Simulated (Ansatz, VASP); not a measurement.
## PbO2 in VASP and in Ansatz

```
CELL_PARAMETERS angstrom
0.00000 2.70093 2.70093
2.70093 0.00000 2.70093
2.70093 2.70093 0.00000
ATOMIC_POSITIONS crystal
Pb 0.00000 0.00000 0.00000
O 0.25000 0.25000 0.25000
O 0.75000 0.75000 0.75000
```

Alike in both runs: task relaxation of cell and atoms; functional PBE; k mesh 14 × 14 × 14; occupations gaussian, width 0.1 eV; no spin polarisation.

```csv
,VASP,Ansatz
version,VASP 6.6.1,Ansatz 0.2.0
potentials or method,"VASP PAW PBE potentials, release 64 (Pb_d, O)","scalar-relativistic, plane waves, PAW"
plane-wave cutoff (eV),600,420
valence electrons in the cell,26,26
```

```csv
,VASP,Ansatz,Ansatz less VASP
"gap on the k mesh at the Fermi level, each at its own relaxed structure (eV)",none,none,-
relaxed volume (Å³/atom),13.19,13.18,-0.009
relaxed cell length with the largest relative difference (Å),3.825,3.824,-0.0008
```

A gap of «none» marks a metal or a gap that the smearing closes.

The runs have no spin-orbit coupling, so splittings on Pb are missing. Zero-point motion and thermal expansion aren't in these numbers. PBE usually gives volumes a little too large and moduli too small.
